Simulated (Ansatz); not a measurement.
# Does disorder add resistance in series? Al(111) layers with 75 % Ir

Two lengths of the disordered region are known. What area resistance does the third give?

How it was computed: Ansatz 0.2.0, plane waves with PAW datasets at their recommended cutoffs (420 eV for most), Fermi-Dirac smearing; ballistic transmission by layer matching. The area resistance is RA = A (h/2e²)(1/T − 1/N), with T the zone-mean transmission per spin and N the lead's channels, both averaged over a few energies near the Fermi level; for magnets each spin is taken apart, with h/e², and the two conduct in parallel. Lateral cell 2x2, PBE, a fresh random draw for each length.

The runs, with one result withheld:

| length (Å) | channels N | RA (fΩ m²) |
| --- | --- | --- |
| 9.35 | 5.490 | 1.76 |
| 18.7 | 5.490 | 2.57 |
| 28.0 | 5.510 | ? |

Worked fit:

Ohm's law makes RA linear in the length: the slope is (2.57 − 1.76)/(18.7 − 9.35) = 0.0862 fΩ m² per Å, or 86 µΩ cm. Then 2.57 + 0.0862 × 9.35. Predicted: 3.37 fΩ m².

**The withheld run.**

3.68 fΩ m², so the prediction is 8.3 % too low. The three lengths together give 102 µΩ cm. The two increments are 0.81 and 1.1 fΩ m²; with one draw for each length, their difference can't be told from scatter.

Caveats: The scatterers repeat sideways with the small cell. The slope is a raw one; a model of isotropic scattering puts it 1.00 times the bulk value over these lengths. Atoms sit unrelaxed on the host's lattice, and the pair may not mix at random in practice. Spin-orbit coupling is left out, which matters for Ir.
